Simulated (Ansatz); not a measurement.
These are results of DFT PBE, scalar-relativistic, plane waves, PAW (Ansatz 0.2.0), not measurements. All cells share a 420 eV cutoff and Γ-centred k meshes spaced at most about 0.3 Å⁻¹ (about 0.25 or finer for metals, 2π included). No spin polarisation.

Each guess is relaxed in cell and atoms at zero pressure, on a coarse mesh first where it starts far from rest and then on a converged one. The steps can't lower the symmetry of the start, but it can rise. Energies are static (0 K, no zero-point motion).

Two unrelaxed guesses for GaAs4:

A.

Space group P6/mmm (No. 191). a = 4.820 Å, b = 4.820 Å, c = 6.658 Å, α = 90.00°, β = 90.00°, γ = 120.00°
| atom | site | symmetry | x | y | z |
| --- | --- | --- | --- | --- | --- |
| Ga | 1a | 6/mmm | 0.0000 | 0.0000 | 0.0000 |
| As | 3g | mmm | 0.5000 | 0.0000 | 0.5000 |
| As | 1b | 6/mmm | 0.0000 | 0.0000 | 0.5000 |

B.

Space group I4/mmm (No. 139). a = 4.757 Å, b = 4.757 Å, c = 11.869 Å, α = 90.00°, β = 90.00°, γ = 90.00°
| atom | site | symmetry | x | y | z |
| --- | --- | --- | --- | --- | --- |
| Ga | 2a | 4/mmm | 0.0000 | 0.0000 | 0.0000 |
| As | 4d | -4m2 | 0.0000 | 0.5000 | 0.2500 |
| As | 4e | 4mm | 0.0000 | 0.0000 | 0.3957 |

Question: Which guess leads to the lower structure, and by how much?

Answer: B ends lower, by 0.37 eV/atom. A: P6/mmm at 26.8 Å³/atom → P6/mmm at 28.1 Å³/atom; B: I4/mmm at 26.9 Å³/atom → I4/mmm at 22.5 Å³/atom. Counting As atoms around Ga (those within 1.25 times the shortest such distance or 1.15 times the sum of covalent radii, 1.27 where that leaves under three; a plus sign parts nearer from farther groups; the shortest distance is added where it exceeds 1.18 times the sum of covalent radii), the end of A has Ga 2 and the end of B has Ga 2+8 from 3.0 Å. End of A. Conventional cell: a = 5.613 Å, c = 5.155 Å. Ga has 2 As at 2.58 Å; As on a site of symmetry mmm has 6 As at 2.81 Å; As on a site of symmetry 6/mmm is surrounded by 2 Ga at 2.58 Å and 6 As at 2.81 Å. End of B. Conventional cell: a = 5.109 Å, c = 8.627 Å. Ga has 2 As at 2.98 Å and 8 As at 3.34 Å; around As on a site of symmetry -4m2 lie 4 As at 2.68 Å and 4 Ga at 3.34 Å; As on a site of symmetry 4mm has 5 As at 2.66–2.68 Å and 1 Ga at 2.98 Å.

Ends held by symmetry can be saddle points. Neither end is the lowest form computed: that has space group P4/mmm (No. 123) and lies 17 meV/atom below the better end. Even the lowest of the cells shown lies +0.24 eV/atom against the elements. In I4/mmm, P6/mmm an odd number of electrons in the primitive cell allows no gap without spin; a larger cell or a magnetic state could open one. Some types were kept out of the candidates beforehand, so the set may lack a known form.
